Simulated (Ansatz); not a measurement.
What does this script print? It uses Ansatz 0.2.0, Python API.

`transition_s.py`
```python
import ansatz as az
import numpy as np


def hcp(a_site, a):
    return (
        az.Lattice.from_parameters(a, a, 1.633 * a, alpha=90, beta=90, gamma=120)
        .space_group(194)
        .atom(a_site, (1 / 3, 2 / 3, 0.25))
    )


def fcc(A, a):
    return (
        az.Lattice.fcc(a)
        .space_group(225)
        .atom(A, (0, 0, 0))
        .primitive()
    )


def compute(name, crystal, pressure=0.0):
    calc = crystal.calculation()
    calc = calc.functional("pbe")
    calc = calc.basis(20 * az.Ry)
    calc = calc.accuracy("medium").scf(lower_state_search="off")
    calc = calc.kpoints(spacing=0.26)
    calc = calc.occupations("fermi_dirac", width=0.02)
    calc = calc.relax(force_tolerance=0.01, max_steps=60, cell=True, pressure=pressure)
    return calc.run()


def volume_per_atom(outcome):
    return abs(np.linalg.det(outcome.lattice.cell_ang)) / len(outcome.lattice.sites)


def main() -> None:
    phases = {}
    phases["hcp"] = hcp("S", 2.97)
    phases["fcc"] = fcc("S", 4.2)

    pressures = [0, 10, 20, 30]
    enthalpy, volume = {name: [] for name in phases}, {name: [] for name in phases}
    for p in pressures:
        for name, crystal in phases.items():
            o = compute(name, crystal, pressure=p)
            volume[name].append(volume_per_atom(o))
            enthalpy[name].append(o.report["energy_sigma0_ev"] / len(o.lattice.sites) + p * volume[name][-1] / 160.21766)
    gap = np.array(enthalpy["fcc"]) - np.array(enthalpy["hcp"])
    rows = [(p, va, vb, 1000 * d) for p, va, vb, d in zip(pressures, volume["hcp"], volume["fcc"], gap)]
    print("   P (GPa)  V hcp (A^3/atom)  V fcc (A^3/atom)  H(fcc) - H(hcp) (meV/atom)")
    for row in rows:
        print(f"{row[0]:10d}  {row[1]:16.3f}  {row[2]:16.3f}  {row[3]:+26.1f}")
    crossings = [p0 - g0 * (p1 - p0) / (g1 - g0) for p0, p1, g0, g1 in zip(pressures, pressures[1:], gap, gap[1:]) if g0 * g1 < 0]
    print("crossing near", [round(float(p), 1) for p in crossings], "GPa") if crossings else print("no crossing in this range")


if __name__ == "__main__":
    main()
```

```console
$ python transition_s.py
DeckWarning: basis.ecutwfc = 272.11386245988 eV is below the records' recommended 420 eV, and the density's cutoff is lower with it unless basis.ecutrho_ratio is high enough to keep the records' density cutoff: compare with a run at a higher cutoff
   P (GPa)  V hcp (A^3/atom)  V fcc (A^3/atom)  H(fcc) - H(hcp) (meV/atom)
         0            17.105            15.751                      +438.0
        10            14.978            14.265                      +379.7
        20            13.874            13.295                      +338.4
        30            13.008            12.568                      +308.0
no crossing in this range
```
(Warnings from the package without file and line.)

The settings weren't tested for convergence. The cutoff lies under the one recommended for these potentials. Under the recommended cutoff a pressure can be off by several GPa, even in sign. At a fixed pressure a relaxation lowers the enthalpy F + PV, while F alone can rise. For the metals among these phases the mesh is modest: differences between phases can be off by up to 40 meV an atom. Only these two structures are compared, at zero temperature and with their symmetry kept; either may be hypothetical, and another phase may be lower than both. Differences under about 40 meV an atom lie within the error of mesh and functional. The cells are prototypes set up for this calculation and needn't exist. Wall time of the script: 38 s on 1 thread of Arm Neoverse V2 (shared host), peak memory 0.34 GiB.

(Lines on the test bed's own set-up are left out of the output.)
